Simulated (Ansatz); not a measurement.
Crystal: I.

```xyz
4
Lattice="3.6350 -2.3950 0.0000 3.6350 2.3950 0.0000 0.0000 0.0000 9.7934" Properties=species:S:1:pos:R:3 pbc="T T T"
I     3.6350   -0.7152    3.7646
I     3.6350    1.6799    1.1321
I     3.6350    0.7152    6.0288
I     3.6350   -1.6799    8.6613
```

Base run:

```yaml
Program: Ansatz 0.2.0
Functional: PBE
Potentials_or_basis: Ansatz PAW
Cutoff: 800 eV
Density_cutoff: 3200 eV
k_mesh: 7 × 7 × 3
Occupations: fermi-dirac, width 0.05 eV
Spin: no spin polarisation
```

Its results: band gap on the k mesh 1.33 eV, indirect (least direct gap 1.41 eV); pressure 1.8 GPa; largest force 0.859 eV/Å.

Question: The run is repeated on the same cell with these changes: functional from PBE to r2SCAN; cutoff from 800 eV to 500 eV; density cutoff from 3200 eV to 2000 eV. What comes out?

Answer: Band gap on the k mesh 1.58 eV, indirect (least direct gap 1.67 eV); pressure 1.2 GPa; largest force 0.644 eV/Å.

r2SCAN gives the wider gap, since meta-GGAs in the generalised Kohn-Sham scheme recover part of the derivative discontinuity.

Caveats: spin-orbit coupling is left out, which moves the levels of the heavy elements; odd divisions of the mesh miss points on the zone boundary, where band edges often lie, so the gap on the mesh can be too wide (some runs); the k mesh misses the band edges, so the gap on the mesh is wider than the one along the path (some runs); the PAW data sets come from PBE, with cores solved anew for the run's functional, which leaves a small shift of forces and pressure (some runs).

Not every run made on this cell is shown here.
